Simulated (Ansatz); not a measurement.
**A vibration from a frozen displacement in AgCl**

The calculation used DFT PBEsol, scalar-relativistic, plane waves, PAW (Ansatz). Cutoff 420 eV, Γ-centred 10×10×10 k-points, Gaussian smearing of 0.05 eV. No spin polarisation. Energies are free energies at this smearing, counted from the undisturbed cell; pressure is positive in compression.

The starting cell (as given, not relaxed at this level; it stands at -4.6 GPa; this CsCl-type form isn't the usual structure):

```xyz
2
Lattice="3.4340 0.0000 0.0000 0.0000 3.4340 0.0000 0.0000 0.0000 3.4340" Properties=species:S:1:pos:R:3 pbc="T T T"
Ag    0.0000    0.0000    0.0000
Cl    1.7170    1.7170    1.7170
```

Every Cl atom is moved by x along the Cartesian unit vector (-1.000, 0.000, 0.000); the cell and all other atoms stay fixed. The cell's volume is 40.49 Å³; the moved atoms weigh 35.450 u together and the others 107.868 u. Some rows repeat others by symmetry and weren't run.

```csv
x (Å),ΔE (meV/cell),total force on the moved atoms along the move (eV/Å),pressure (GPa)
-0.5000,-3.90,0.0337,-1.3995
-0.4375,-5.30,0.0120,-2.1232
-0.3750,-5.51,-0.0045,-2.7643
-0.3125,-4.85,-0.0156,-3.3160
-0.2500,-3.68,-0.0210,-3.7729
-0.1875,-2.34,-0.0212,-4.1313
-0.1250,-1.13,-0.0169,-4.3888
-0.0625,-0.30,-0.0093,-4.5438
0.0000,0.00,0.0000,-4.5955
0.0625,-0.30,0.0093,-4.5438
0.1250,-1.13,0.0169,-4.3888
0.1875,-2.34,0.0212,-4.1313
0.2500,-3.68,0.0210,-3.7729
0.3125,-4.85,0.0156,-3.3160
0.3750,-5.51,0.0045,-2.7643
0.4375,-5.30,-0.0120,-2.1232
0.5000,-3.90,-0.0337,-1.3995
```

Q: What frequency belongs to this motion?

A: The force constant is k = −dF/dx = -0.149 eV/Å², from the parabola through x = -0.0625, 0 and 0.0625. In every cell the moved atoms swing against the rest, so the mass is μ = m₁m₂/(m₁ + m₂) = 26.681 u, and ν̃ = 521.5 cm⁻¹ × √(|k|/μ) = 39i cm⁻¹, at this cell's pressure of -4.6 GPa. To first order in x, and within 1 %, the force on every atom lies along the move and, within each of the two groups, in proportion to the atom's mass, so this is itself a mode at the zone centre of this cell, taken without macroscopic field (the transverse frequency in a polar insulator).

Q: Where does the displacement stop?

A: The energy turns up again: a parabola through the lowest point and its two neighbours puts the minimum at x ≈ -0.39 Å, 6 meV a cell below the start. A quartic well E = kx²/2 + bx⁴ through that position would be −kx₀²/4 = 6 meV deep. For scale, k_BT is 26 meV at 300 K, but cells are coupled, so the depth doesn't fix a transition temperature; relaxing the other atoms and the cell can only lower the minimum further below this start.